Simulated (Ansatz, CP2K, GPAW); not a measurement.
As: programs and potentials compared

```xyz
1
Lattice="2.7037 0.0000 0.0000 0.0000 2.7037 0.0000 0.0000 0.0000 2.7037" Properties=species:S:1:pos:R:3 pbc="T T T"
As    1.3518    1.3518    1.3518
```

This isn't the form of As at room conditions, which is rhombohedral.

Alike in all runs: task band structure; functional LDA; k mesh 10 × 10 × 10; occupations fermi-dirac, width 0.05 eV; no spin polarisation; no spin-orbit coupling. LDA stands for any of its common fits. Pressure is positive in compression and, in plane waves, holds the error of the finite cutoff.

| program and potentials | plane-wave cutoff (eV) | notes | pressure (GPa) |
| --- | --- | --- | --- |
| GPAW, the program's PAW data sets (release 1.2.1) made for this functional | 600 | - | -3.08 |
| Ansatz, all-electron LAPW, scalar-relativistic | - | - | -3.17 |
| CP2K, GTH_POTENTIALS As GTH-PADE-q5; TZVP-MOLOPT-PBE-GTH basis | - | atomic basis | -3.10 |

The pressure spans -3.17 (Ansatz, all-electron LAPW, scalar-relativistic) to -3.08 GPa (GPAW, the program's PAW data sets (release 1.2.1) made for this functional), with all-electron results at -3.17. Rows in atomic bases carry the error of their basis and grid, which can be large.

The functional is the same throughout but for its coding, so the spread measures potentials, basis and numerics; runs on potential files found faulty are left out.
